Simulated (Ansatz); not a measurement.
## Gd under changes of volume

One of the cells (33.215 Å³/atom); the others are scaled copies at fixed shape and fractional positions:

```xyz
1
Lattice="-2.0250 2.0250 2.0250 2.0250 -2.0250 2.0250 2.0250 2.0250 -2.0250" Properties=species:S:1:pos:R:3 pbc="T T T"
Gd    0.0000    0.0000    0.0000
```

This isn't the form of Gd at room conditions, which is hcp.

- Program: Ansatz 0.2.0
- Functional: PBE
- Potentials or basis: all-electron LAPW, scalar-relativistic
- Cutoff: 177 eV (chosen from the basis error)
- Basis error allowed: 0.0005 eV/atom
- k mesh: 9 × 9 × 9
- Occupations: fermi-dirac, width 0.05 eV
- Spin: collinear spin, ferromagnetic start
- Starting moments: [7.0] μB

| volume (Å³/atom) | energy over the lowest point (meV/atom) | pressure (GPa) | moment (μB per cell) |
| --- | --- | --- | --- |
| 31.222 | ? | ? | ? |
| 31.886 | 4.52 | 1.4 | 7.58 |
| 32.551 | 0.74 | 0.6 | 7.59 |
| 33.215 | 0.00 | -0.1 | 7.59 |
| 33.879 | 2.00 | -0.7 | 7.60 |
| 34.544 | 6.48 | -1.2 | 7.61 |
| 35.208 | 13.26 | -1.8 | 7.62 |

What does the run at 31.222 Å³/atom give?

Energy over the lowest point 11.64 meV/atom; pressure 2.2 GPa; moment 7.57 μB per cell.

Worked out: A Birch-Murnaghan fit of order 3 (a polynomial in V^(-2/3)) to the other rows has its minimum at 33.06 Å³/atom with B0 = V·E''(V) = 34 GPa and B' = 3.7. It gives 11.60 meV/atom at 31.222 Å³/atom, against the run's 11.64, and -dE/dV = 2.1 GPa, against 2.2. A straight line through the other rows of the moment, of slope 0.0116 μB per Å³/atom, extrapolates to 7.57 μB, against the run's 7.57.

Energies are extrapolated to zero smearing.

Caveats: an open f shell can end in a state above the lowest.

The runs don't all hold the same shells in valence.
